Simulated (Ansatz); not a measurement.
# AlCu (rocksalt type): the cost of one run

Program: Ansatz 0.2.0. Level of theory: DFT, PBE, PAW with Ansatz's default frozen-core files, scalar-relativistic. These are calculated values, not measurements.

## (1) The structure to begin with

It takes space group Fm-3m (No. 225, cubic). The conventional cell has a = 5.038 Å, b = 5.038 Å, c = 5.038 Å, α = 90.00°, β = 90.00°, γ = 90.00°. Around Cu (site symmetry m-3m) lie 6 Al at 2.52 Å. Al (site symmetry m-3m) is surrounded by 6 Cu at 2.52 Å.

Coordinates:

```xyz
2
Lattice="0.0000 2.5190 2.5190 2.5190 0.0000 2.5190 2.5190 2.5190 0.0000" Properties=species:S:1:pos:R:3 pbc="T T T"
Cu    0.0000    0.0000    0.0000
Al    2.5190    2.5190    2.5190
```

Atoms are numbered in the order of the input: Cu1, Al2.

## (2) Cell relaxed at zero pressure, PAW

File input.yaml:

```yaml
crystal:
  lattice:
    - [0.0, 2.5189918944, 2.5189918944]
    - [2.5189918944, 0.0, 2.5189918944]
    - [2.5189918944, 2.5189918944, 0.0]
  atoms:
    - { symbol: Cu, position: [0.0, 0.0, 0.0] }
    - { symbol: Al, position: [0.5, 0.5, 0.5] }
kpoints:
  mp_grid: { grid: [14, 14, 14] }
scf:
  occupations: { method: fermi_dirac, width: 0.05 }
hamiltonian:
  xc: pbe
  pseudopotentials: { kind: paw }
output:
  forces: true
  stress: true
relax:
  f_tol: 0.005
  max_steps: 40
  cell: {}
```

Launch:

```
> ansatz run input.yaml --threads 1 --pin off --max-ram 3584MiB --backend cpu --events-out ev --progress --plain --runs-dir out
```

Q: Estimate wall time and peak memory on 1 thread of Intel Xeon 6975P-C (Granite Rapids), shared host.

About 4.4 s, with a peak of 0.4 GiB.
